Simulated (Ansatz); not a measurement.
BaSnO$_{3}$ (cubic perovskite)

```
CELL_PARAMETERS angstrom
      4.17608     0.00000     0.00000
      0.00000     4.17608     0.00000
      0.00000     0.00000     4.17608
ATOMIC_POSITIONS crystal
  Ba 0.00000 0.00000 0.00000
  Sn 0.50000 0.50000 0.50000
  O  0.00000 0.50000 0.50000
  O  0.50000 0.50000 0.00000
  O  0.50000 0.00000 0.50000
```

The slice is a {210} plane (indices of the conventional cell) through the point (0.000, 0.500, 0.500) (fractional), spanned by u = [100] and v = [021] in vectors of this cell: u (4.18 Å) and v (9.34 Å, at 90° to u). It covers one period; positions are fractions (u, v).

Level of theory: PBE (plane waves to 420 eV, PAW, scalar-relativistic; Ansatz, a first-principles code). k mesh 8×8×8. These are valence fields of a PAW run, semicore shells included where kept as valence: close to a nucleus they are smooth pseudo fields. BaSnO3 was relaxed with its symmetry unable to fall.

Three fields on this plane, each scaled to ten steps between its own extremes (0 low, 9 high; the total valence density on a logarithmic scale, the potential cut 8 eV below its top; x marks points blanked near nuclei; v = 0 in the bottom row):

Map A
```
|xxx00xxxxx00xx|
|xxx30xxxxx03xx|
|x885000x000588|
|98875200025788|
|66777765677776|
|23468887888643|
|00147889887410|
|00026899986200|
|00005899985000|
|00004799974000|
|00015789875100|
|00036899986300|
|1246888x888642|
|55789xxxxx9875|
|77898xxxxx8987|
|7899xxxxxxx998|
|77898xxxxx8987|
|55789xxxxx9875|
|1246888x888642|
|00036899986300|
|00015789875100|
|00004799974000|
|00005899985000|
|00026899986200|
|00147889887410|
|23468887888643|
|66777765677776|
|98875200025788|
|x885000x000588|
|xxx30xxxxx03xx|
|xxx00xxxxx00xx|
|xxxxxxxxxxxxxx|
```

Map B
```
|xxx42xxxxx24xx|
|xxx31xxxxx13xx|
|x751112x211157|
|32100122210012|
|00001344431000|
|21001467641001|
|76300477740036|
|99720256520279|
|99840023200489|
|99840000000489|
|99730000000379|
|87410123210147|
|3210157x751012|
|00015xxxxx5100|
|00037xxxxx7300|
|0004xxxxxxx400|
|00037xxxxx7300|
|00015xxxxx5100|
|3210157x751012|
|87410123210147|
|99730000000379|
|99840000000489|
|99840023200489|
|99720256520279|
|76300477740036|
|21001467641001|
|00001344431000|
|32100122210012|
|x751112x211157|
|xxx31xxxxx13xx|
|xxx42xxxxx24xx|
|xxxxxxxxxxxxxx|
```

Map C
```
|xxx20xxxxx02xx|
|xxx20xxxxx02xx|
|x941000x000149|
|33100011100013|
|10001233321000|
|00001367631000|
|00002478742000|
|00001356531000|
|10000122210000|
|00000000000000|
|00000000000000|
|00000122210000|
|0000259x952000|
|00015xxxxx5100|
|00029xxxxx9200|
|0003xxxxxxx300|
|00029xxxxx9200|
|00015xxxxx5100|
|0000259x952000|
|00000122210000|
|00000000000000|
|00000000000000|
|10000122210000|
|00001356531000|
|00002478742000|
|00001367631000|
|10001233321000|
|33100011100013|
|x941000x000149|
|xxx20xxxxx02xx|
|xxx20xxxxx02xx|
|xxxxxxxxxxxxxx|
```

Assign the maps to these fields: density of the highest valence band (whole band, smooth part); electron localisation function (ELF); electrostatic potential energy of an electron, from the cell's mean.

A is the electrostatic potential energy of an electron, from the cell's mean; B is the electron localisation function (ELF); C is the density of the highest valence band (whole band, smooth part).
